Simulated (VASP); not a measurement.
A run of VASP 6.6.1 is set up as follows.

Contents of INCAR:

```
ALGO = Normal
EDIFF = 1E-6
ENCUT = 520
GGA = PS
ISIF = 2
ISMEAR = 0
ISPIN = 2
LASPH = T
LCHARG = F
LDAU = T
LDAUJ = 0 0
LDAUL = 3 -1
LDAUPRINT = 1
LDAUTYPE = 2
LDAUU = 4 0
LMAXMIX = 6
LORBIT = 11
LREAL = F
LWAVE = F
MAGMOM = 0 0
NELM = 120
PREC = Accurate
SIGMA = 0.05
```

File KPOINTS:

```
k-points
0
Gamma
  6 6 6
```

The input POSCAR:

```
GdO
1.0
    0.0000000000      2.7000000000      2.7000000000
    2.7000000000      0.0000000000      2.7000000000
    2.7000000000      2.7000000000      0.0000000000
Gd O
1 1
Direct
    0.0000000000      0.0000000000      0.0000000000
    0.2500000000      0.2500000000      0.2500000000
```

Potentials or basis: VASP PAW PBE potentials, release 64 (Gd, O).

Run with:

```console
$ cat potpaw_PBE.64/Gd/POTCAR potpaw_PBE.64/O/POTCAR > POTCAR
$ mpirun -np 1 vasp_std > vasp.out
```

(1) Estimate the net moment.

(2) Estimate the pressure.

## Answers

(1) -7.86 μB per cell.

(2) -3.9 GPa.

Caveat: the PAW data sets were made with another functional, which shifts forces and pressure a little; a cell with one magnetic atom can't hold antiferromagnetic order, which such compounds often take.
